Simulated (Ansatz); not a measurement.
# Ti (P6_3/mmc) in Ansatz: reference runs

Reference runs on Ti: the cell as given and a disturbed copy.

Program: Ansatz 0.2.0. These are calculated values, not measurements. Logs are shortened: lines on timing, memory, paths and dates and some standing lists are left out, and cuts for length are marked.

### 1 The structure

The structure is hexagonal, space group P6_3/mmc (No. 194). The conventional cell has a = 2.950 Å, b = 2.950 Å, c = 4.680 Å, α = 90.00°, β = 90.00°, γ = 120.00°. Ti (site symmetry -6m2) has 12 Ti at 2.89 to 2.95 Å as nearest neighbours.

### 2 Single point, PBE

input.yaml

```yaml
crystal:
  lattice:
    - [2.95, 0.0, 0.0]
    - [-1.475, 2.5547749412, 0.0]
    - [0.0, 0.0, 4.68]
  atoms:
    - { symbol: Ti, position: [0.6666666667, 0.3333333333, 0.75] }
    - { symbol: Ti, position: [0.3333333333, 0.6666666667, 0.25] }
kpoints:
  mp_grid: { grid: [10, 10, 6] }
scf:
  occupations: { method: fermi_dirac, width: 0.05 }
hamiltonian:
  xc: pbe
  pseudopotentials: { kind: all_electron, lapw: { basis_error: 0.001 } }
output:
  forces: true
  stress: true
  eigenvalues: true
  populations: true
```

Potentials or basis: all-electron LAPW, scalar-relativistic.

Started as:

```console
$ ansatz run input.yaml --threads 1 --pin off --max-ram 2560MiB --backend cpu --events-out ev --progress --plain --runs-dir out
```

Standard output:

```text
Warning: RAYON_NUM_THREADS=1 ignored (pool sized by the plan → 1); use --threads N
Ti: projections on atomic orbitals take those of the free atom 1s2 2s2 2p6 3s2 3p6 3d2 4s2, of charge +0.00 (hamiltonian.pseudopotentials.projection_atoms)
LAPW: plane waves up to 7.601 Å⁻¹, error target 1.0e-3 eV per atom; small_component_spin mean_spin; Ti in spheres of 1.447 Å, 12 of its electrons in bands, Dirac shells [] (how accurate: hamiltonian.pseudopotentials.lapw.basis_error, Limitations)
Engine: ansatz 0.2.0, x86_64-unknown-linux-gnu
Pseudopotentials: kind: all_electron
Pseudopotential: Ti, LAPW, valence charge 12, lapw/all_electron/scalar/gaussian/Ti, Koelling and Harmon's equation, gaussian nucleus
Functional definition: PBE
  parameter kappa = 0.804
  parameter beta = 0.06672455060314922
  exchange = pbe_x(kappa = kappa, mu = beta*pi^2/3)
  correlation = pbe_c(beta = beta)
Crystal: 2 atoms, lattice volume = 35.271 Å³
Basis set: ecut = 220.1462142393705 eV, 263 PW (Γ), exchange–correlation at level 2
Bands: 16, of which v1, the nominal top of the filled ones, is band 12 counted from 1 (11 counted from 0)
Symmetry: 24 space group operations
Space group: P63/mmc (ITA 194), of the structure as read, at distance tolerance 3.3e-5 Å
k-points: 56 of 600
Non-local potential: Ti, projectors of the file, none
Initial density: superposition of atomic densities (chi_scale 0.1, normalization cell)
Initial wavefunctions: plane waves of lowest kinetic energy (no species holds an atomic orbital)
Functional: x = pbe(κ = 0.804, μ = 0.2195149727645171), c = pbe(β = 0.06672455060314922)
iter 1 solved again at ethr=7.16e-4 eV; its pass at ethr=1.00e-1 eV (dr2=1.72e-1 eV) is discarded
SCF iter   1: F=—  HF=-46467.039050 eV  |F-HF|=—  |Δ(HF+E_count)|=         —  Δρ=2.58e-2  dr2=1.73e-1  ethr=7.16e-4  ⟨swp⟩=2.7  Hψ=6371  notcnv=0
preconditioner: auto → none  [metal: Δε(μ)=0.022 eV  Ē_g=3.096 eV  σ=0.050 eV  W_gap=0.11  n_scr=8 (ndim 8)  ℏωp=17.7 eV  f_vac=0.000  D(μ)=1.87/eV (n_scr^D=22)  sad-step TF]
SCF iter   2: F=—  HF=-46466.691231 eV  |F-HF|=—  |Δ(HF+E_count)|=   3.48e-1  Δρ=9.12e-3  dr2=3.03e-2  ethr=7.16e-4  ⟨swp⟩=3.0  Hψ=3337  notcnv=0
SCF iter   3: F=—  HF=-46466.667361 eV  |F-HF|=—  |Δ(HF+E_count)|=   2.39e-2  Δρ=6.06e-3  dr2=1.15e-2  ethr=1.26e-4  ⟨swp⟩=2.4  Hψ=3057  notcnv=0
iter 4 solved again at ethr=5.32e-7 eV; its pass at ethr=4.80e-5 eV (dr2=1.28e-4 eV) is discarded
SCF iter   4: F=—  HF=-46466.666350 eV  |F-HF|=—  |Δ(HF+E_count)|=         —  Δρ=6.48e-4  dr2=1.27e-4  ethr=5.32e-7  ⟨swp⟩=2.0  Hψ=4684  notcnv=0
the basis was enlarged: its passes take 130.3 KiB over the memory plan, 1 of 1 planned eigensolver slots
SCF iter   5: F=—  HF=-46466.666353 eV  |F-HF|=—  |Δ(HF+E_count)|=   2.75e-6  Δρ=9.08e-5  dr2=2.44e-6  ethr=5.30e-7  ⟨swp⟩=2.0  Hψ=2847  notcnv=0
SCF iter   6: F=—  HF=-46466.666353 eV  |F-HF|=—  |Δ(HF+E_count)|=   4.17e-7  Δρ=1.23e-5  dr2=3.82e-8  ethr=1.02e-8  ⟨swp⟩=2.2  Hψ=2860  notcnv=0
SCF iter   7: F=-46466.666352 eV  HF=-46466.666352 eV  |F-HF|=3.49e-10  |Δ(HF+E_count)|=   8.47e-8  Δρ=8.89e-7  dr2=2.34e-10  ethr=1.59e-10  ⟨swp⟩=3.0  Hψ=3077  notcnv=0
SCF 1 converged in 7 iterations: F = -46466.666352 eV  dr2 = 2.34e-10
SCF converged after 7 iterations
Free energy (F): -46466.666352 eV
Harris-Foulkes:  -46466.666352 eV  (|F-HF|=3.49e-10)
Internal energy: -46466.646832 eV  (E = F + TS)
E sigma→0 (E₀):  -46466.656592 eV
Entropy (-TS):   -0.019521 eV (-9.760 meV/atom)
Fermi energy:    13.539181 eV
--- Per-component energies (eV) ---
  E_band       = -311.302219
  E_kinetic    = 46914.362080
  E_xc         = -2295.659879
  E_electrostatic = -91085.349033  (all electrons and nuclei)
  E_smearing   = -0.019521  (= −TS)
  E_closure    = 0.000000  (closes the sum)
  E_atoms      = -46453.242101  (free atoms, spherical and without spin; not in F)
  Σ components = -46466.666352   (vs F -46466.666352, Δ=0.00e0)
  Basis errors (estimates in eV, not in F): energy 1.3e-4 per atom: plane waves 8.8e-5 (4.5e-5 summed), levels above the bands 6.1e-16, relativity 9.1e-9, radial functions 4.3e-5, core shells 2.4e-8; eigenvalues (radial functions only) 9.5e-7; not estimated: angular momenta, meshes, grids; target (lapw.basis_error) 1.0e-3; muffin-tin radii Ti 1.447 Å
--- Forces (eV/Å), atoms counted from 1 ---
  atom   1  Ti     0.00000000    -0.00000000     0.00000000
  atom   2  Ti    -0.00000000     0.00000000    -0.00000000
  max |Σ_I F_I| component: 3.70e-17 eV/Å
--- Stress (GPa, compression-positive) ---
       -1.339517       0.000000       0.000000
        0.000000      -1.339517       0.000000
        0.000000       0.000000      -1.728847
  P = ⅓ Tr σ = -1.4693 GPa (-14.693 kbar)
--- Band table (eV; the first three rows and the last of 56) ---
  k-point 0: bands = ["-43.2952", "-43.1663", "-19.8813", "-19.2682", "-19.2682", "-19.2065", "-19.1723", "-19.1723", "7.3981", "10.9000", "14.2554", "14.3187", "14.3187", "14.4174", "14.8042", "14.8042"]
  k-point 1: bands = ["-43.2867", "-43.1750", "-19.8378", "-19.2618", "-19.2618", "-19.2535", "-19.1788", "-19.1788", "7.6274", "10.7625", "13.9136", "14.2273", "14.2273", "14.2925", "14.6861", "14.6861"]
  k-point 2: bands = ["-43.2632", "-43.1988", "-19.7176", "-19.3804", "-19.2443", "-19.2443", "-19.1964", "-19.1964", "8.2790", "10.1923", "13.5313", "13.9738", "14.1531", "14.1531", "14.4383", "14.4383"]
  k-point 55: bands = ["-43.1554", "-43.1554", "-19.7096", "-19.7096", "-19.5111", "-19.5111", "-19.2979", "-19.2979", "12.0476", "12.0476", "12.7634", "12.7634", "13.3120", "13.3120", "15.1807", "15.1807"]
--- Löwdin populations: 2 sites ---
  site symbol       q [e]
     0     Ti     21.8720
     1     Ti     21.8720
  spilling = 0.005819 (of n_electrons = 44.000000)
```

Run time: 8.8 s. Hardware: 1 thread of Intel Xeon Platinum 8259CL at 2.50GHz (Skylake/Cascade Lake), shared host; peak memory 0.37 GiB.

What came out:

* Free energy: -46466.6664 eV
* Pressure: -1.5 GPa
* Band gap on the k mesh: none (metal or under the smearing width)

Stress tensor (GPa, compression positive):
```
-1.34  0.00  0.00
 0.00 -1.34  0.00
 0.00  0.00 -1.73
```

### 3 Single point, PBE (atoms moved at random, drawn with an rms of 0.05 Å)

Changes to input.yaml since step 2:

```diff
@@ -6,4 +6,4 @@
   atoms:
-    - { symbol: Ti, position: [0.6666666667, 0.3333333333, 0.75] }
-    - { symbol: Ti, position: [0.3333333333, 0.6666666667, 0.25] }
+    - { symbol: Ti, position: [0.686162, 0.32688, 0.748487] }
+    - { symbol: Ti, position: [0.337973, 0.672908, 0.24873] }
 kpoints:
```

Potentials or basis: all-electron LAPW, scalar-relativistic.

Started as:

```console
$ ansatz run input.yaml --threads 1 --pin off --max-ram 2560MiB --backend cpu --events-out ev --progress --plain --runs-dir out
```

Standard output:

```text
Warning: RAYON_NUM_THREADS=1 ignored (pool sized by the plan → 1); use --threads N
Ti: projections on atomic orbitals take those of the free atom 1s2 2s2 2p6 3s2 3p6 3d2 4s2, of charge +0.00 (hamiltonian.pseudopotentials.projection_atoms)
LAPW: plane waves up to 7.655 Å⁻¹, error target 1.0e-3 eV per atom; small_component_spin mean_spin; Ti in spheres of 1.436 Å, 12 of its electrons in bands, Dirac shells [] (how accurate: hamiltonian.pseudopotentials.lapw.basis_error, Limitations)
Engine: ansatz 0.2.0, x86_64-unknown-linux-gnu
Pseudopotentials: kind: all_electron
Pseudopotential: Ti, LAPW, valence charge 12, lapw/all_electron/scalar/gaussian/Ti, Koelling and Harmon's equation, gaussian nucleus
Functional definition: PBE
  parameter kappa = 0.804
  parameter beta = 0.06672455060314922
  exchange = pbe_x(kappa = kappa, mu = beta*pi^2/3)
  correlation = pbe_c(beta = beta)
Crystal: 2 atoms, lattice volume = 35.271 Å³
Basis set: ecut = 223.27720694696654 eV, 287 PW (Γ), exchange–correlation at level 2
Bands: 16, of which v1, the nominal top of the filled ones, is band 12 counted from 1 (11 counted from 0)
Symmetry: 2 space group operations
Space group: P-1 (ITA 2), of the structure as read, at distance tolerance 3.3e-5 Å
k-points: 304 of 600
Non-local potential: Ti, projectors of the file, none
Initial density: superposition of atomic densities (chi_scale 0.1, normalization cell)
Initial wavefunctions: plane waves of lowest kinetic energy (no species holds an atomic orbital)
Functional: x = pbe(κ = 0.804, μ = 0.2195149727645171), c = pbe(β = 0.06672455060314922)
iter 1 solved again at ethr=7.51e-4 eV; its pass at ethr=1.00e-1 eV (dr2=1.80e-1 eV) is discarded
SCF iter   1: F=—  HF=-46467.033668 eV  |F-HF|=—  |Δ(HF+E_count)|=         —  Δρ=2.63e-2  dr2=1.82e-1  ethr=7.51e-4  ⟨swp⟩=2.6  Hψ=34529  notcnv=0
preconditioner: auto → none  [metal: Δε(μ)=0.017 eV  Ē_g=3.096 eV  σ=0.050 eV  W_gap=0.08  n_scr=8 (ndim 8)  ℏωp=17.7 eV  f_vac=0.000  D(μ)=1.97/eV (n_scr^D=22)  sad-step TF]
SCF iter   2: F=—  HF=-46466.686461 eV  |F-HF|=—  |Δ(HF+E_count)|=   3.47e-1  Δρ=9.14e-3  dr2=3.05e-2  ethr=7.51e-4  ⟨swp⟩=3.0  Hψ=18246  notcnv=0
SCF iter   3: F=—  HF=-46466.663437 eV  |F-HF|=—  |Δ(HF+E_count)|=         —  Δρ=6.10e-3  dr2=1.17e-2  ethr=1.27e-4  ⟨swp⟩=2.4  Hψ=16553  notcnv=0
the basis was enlarged: its passes take 130.3 KiB over the memory plan, 1 of 1 planned eigensolver slots
iter 4 solved again at ethr=8.14e-7 eV; its pass at ethr=4.88e-5 eV (dr2=1.95e-4 eV) is discarded
SCF iter   4: F=—  HF=-46466.662492 eV  |F-HF|=—  |Δ(HF+E_count)|=   9.45e-4  Δρ=6.81e-4  dr2=1.96e-4  ethr=8.14e-7  ⟨swp⟩=2.0  Hψ=25526  notcnv=0
SCF iter   5: F=—  HF=-46466.662527 eV  |F-HF|=—  |Δ(HF+E_count)|=   3.48e-5  Δρ=3.52e-4  dr2=1.99e-4  ethr=8.14e-7  ⟨swp⟩=3.0  Hψ=16941  notcnv=0
SCF iter   6: F=—  HF=-46466.662477 eV  |F-HF|=—  |Δ(HF+E_count)|=   4.96e-5  Δρ=3.81e-5  dr2=3.96e-7  ethr=8.14e-7  ⟨swp⟩=2.5  Hψ=15680  notcnv=0
SCF iter   7: F=-46466.662477 eV  HF=-46466.662477 eV  |F-HF|=1.01e-8  |Δ(HF+E_count)|=   3.94e-7  Δρ=4.25e-6  dr2=5.42e-9  ethr=1.65e-9  ⟨swp⟩=3.0  Hψ=16968  notcnv=0
SCF 1 converged in 7 iterations: F = -46466.662477 eV  dr2 = 5.42e-9
SCF converged after 7 iterations
Free energy (F): -46466.662477 eV
Harris-Foulkes:  -46466.662477 eV  (|F-HF|=1.01e-8)
Internal energy: -46466.642473 eV  (E = F + TS)
E sigma→0 (E₀):  -46466.652475 eV
Entropy (-TS):   -0.020004 eV (-10.002 meV/atom)
Fermi energy:    13.537559 eV
--- Per-component energies (eV) ---
  E_band       = -311.281308
  E_kinetic    = 46914.358365
  E_xc         = -2295.666849
  E_electrostatic = -91085.333988  (all electrons and nuclei)
  E_smearing   = -0.020004  (= −TS)
  E_closure    = 0.000000  (closes the sum)
  E_atoms      = -46453.242101  (free atoms, spherical and without spin; not in F)
  Σ components = -46466.662477   (vs F -46466.662477, Δ=0.00e0)
  Basis errors (estimates in eV, not in F): energy 1.3e-4 per atom: plane waves 8.7e-5 (4.5e-5 summed), levels above the bands 2.5e-16, relativity 9.3e-9, radial functions 4.0e-5, core shells 3.0e-8; eigenvalues (radial functions only) 7.9e-7; not estimated: angular momenta, meshes, grids; target (lapw.basis_error) 1.0e-3; muffin-tin radii Ti 1.436 Å
--- Forces (eV/Å), atoms counted from 1 ---
  atom   1  Ti    -0.09523693     0.04876537     0.00296725
  atom   2  Ti     0.09523693    -0.04876537    -0.00296725
  max |Σ_I F_I| component: 0.00e0 eV/Å
--- Stress (GPa, compression-positive) ---
       -1.752145       0.710609      -0.001516
        0.710609      -1.019907       0.000753
       -0.001516       0.000753      -1.687324
  P = ⅓ Tr σ = -1.4865 GPa (-14.865 kbar)
--- Band table (eV; the first three rows and the last of 304) ---
  k-point 0: bands = ["-43.2941", "-43.1647", "-19.8807", "-19.2767", "-19.2578", "-19.2032", "-19.1786", "-19.1652", "7.3985", "10.9013", "14.2565", "14.2882", "14.3549", "14.3820", "14.7896", "14.8494"]
  k-point 1: bands = ["-43.2855", "-43.1734", "-19.8370", "-19.2693", "-19.2569", "-19.2459", "-19.1839", "-19.1727", "7.6278", "10.7635", "13.9122", "14.2049", "14.2602", "14.2640", "14.6641", "14.7340"]
  k-point 2: bands = ["-43.2620", "-43.1973", "-19.7164", "-19.3783", "-19.2490", "-19.2374", "-19.1983", "-19.1932", "8.2794", "10.1928", "13.5313", "13.9614", "14.1542", "14.1616", "14.4088", "14.4828"]
  k-point 303: bands = ["-43.1616", "-43.1614", "-19.7692", "-19.7692", "-19.3680", "-19.3676", "-19.3247", "-19.3240", "11.0845", "11.0856", "12.7042", "12.7073", "14.8232", "14.8239", "15.2447", "15.2499"]
--- Löwdin populations: 2 sites ---
  site symbol       q [e]
     0     Ti     21.8722
     1     Ti     21.8722
  spilling = 0.005809 (of n_electrons = 44.000000)
```

It took 42 s on 1 thread of Intel Xeon Platinum 8259CL at 2.50GHz (Skylake/Cascade Lake), shared host; peak memory 0.65 GiB.

What came out:

- Free energy: -46466.6625 eV
- Pressure: -1.5 GPa
- Largest force: 0.107 eV/Å
- Band gap on the k mesh: none (metal or under the smearing width)

Forces in eV/Å, atoms in the order of the input:
```
Ti  -0.095  0.049  0.003
Ti   0.095 -0.049 -0.003
```
